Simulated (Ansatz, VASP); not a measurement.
## Mo in VASP and in Ansatz

```
CELL_PARAMETERS angstrom
-1.58022 1.58022 1.58022
1.58022 -1.58022 1.58022
1.58022 1.58022 -1.58022
ATOMIC_POSITIONS crystal
Mo 0.00000 0.00000 0.00000
```

Alike in both runs: task relaxation of cell and atoms; functional PBEsol; k mesh 18 × 18 × 18; occupations gaussian, width 0.1 eV; no spin polarisation.

|  | VASP | Ansatz |
| --- | --- | --- |
| version | VASP 6.6.1 | Ansatz 0.2.0 |
| potentials or method | VASP PAW PBE potentials, release 64 (Mo_sv) | scalar-relativistic, plane waves, PAW |
| plane-wave cutoff (eV) | 600 | 420 |
| valence electrons in the cell | 14 | 14 |

```tsv
	VASP	Ansatz	Ansatz less VASP
gap on the k mesh at the Fermi level, each at its own relaxed structure (eV)	none	none	-
relaxed volume (Å³/atom)	15.35	15.32	-0.025
relaxed cell length with the largest relative difference (Å)	2.712	2.710	-0.0015
energy change over the relaxation (meV/atom)	-10	-12	-1.2
```

A gap of «none» marks a metal or a gap that the smearing closes.

Caveats: the PAW data sets were made with another functional, which shifts forces and pressure a little (VASP).
